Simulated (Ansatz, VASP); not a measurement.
NbH2: VASP beside Ansatz

```
CELL_PARAMETERS angstrom
0.00000 2.25044 2.25044
2.25044 0.00000 2.25044
2.25044 2.25044 0.00000
ATOMIC_POSITIONS crystal
Nb 0.00000 0.00000 0.00000
H 0.25000 0.25000 0.25000
H 0.75000 0.75000 0.75000
```

Alike in both runs: task single point; functional r2SCAN; k mesh 16 × 16 × 16; occupations gaussian, width 0.1 eV; no spin polarisation.

|  | VASP | Ansatz |
| --- | --- | --- |
| version | VASP 6.6.1 | Ansatz 0.2.0 |
| potentials or method | VASP PAW PBE potentials, release 64 (Nb_sv, H) | scalar-relativistic, plane waves, PAW |
| plane-wave cutoff (eV) | 520 | 500 |
| valence electrons in the cell | 15 | 15 |

|  | VASP | Ansatz | Ansatz less VASP |
| --- | --- | --- | --- |
| gap on the k mesh at the Fermi level (eV) | none | none | - |
| pressure (GPa) | 5.7 | 6.0 | +0.33 |

A gap of «none» marks a metal or a gap that the smearing closes. With one functional, cell and mesh, what is left measures potentials, basis and numerics.

Caveats: the PAW data sets were made with another functional, which shifts forces and pressure a little (VASP).
